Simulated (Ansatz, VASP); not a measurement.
**SnTe: VASP beside Ansatz**

```
Te Sn
1.0
     0.00000    3.08653    3.08653
     3.08653    0.00000    3.08653
     3.08653    3.08653    0.00000
Te Sn
1 1
Direct
  0.50000 0.50000 0.50000
  0.00000 0.00000 0.00000
```

Alike in both runs: task single point; functional PBEsol; dispersion D4; k mesh 7 × 7 × 7; occupations fermi-dirac, width 0.05 eV; no spin polarisation.

|  | VASP | Ansatz |
| --- | --- | --- |
| version | VASP 6.6.1 | Ansatz 0.2.0 |
| potentials or method | VASP PAW PBE potentials, release 64 (Te, Sn_d) | Ansatz PAW |
| plane-wave cutoff (eV) | 520 | 420 |
| valence electrons in the cell | 20 | 30 |

|  | VASP | Ansatz | Ansatz less VASP |
| --- | --- | --- | --- |
| gap on the k mesh at the Fermi level (eV) | 0.62 | 0.63 | +0.007 |
| least direct gap on the mesh (eV) | 0.62 | 0.63 | +0.007 |
| pressure (GPa) | 1.5 | 1.5 | -0.02 |
| dispersion energy (meV/atom) | -268.1 | -268.3 | -0.23 |

The two sets of potentials don't hold the same shells in valence.

Caveats: the PAW data sets were made with another functional, which shifts forces and pressure a little (VASP); the PAW data sets come from PBE, with cores solved anew for the run's functional, which leaves a small shift of forces and pressure (Ansatz). Spin-orbit coupling is left out, which matters for the levels of Te.
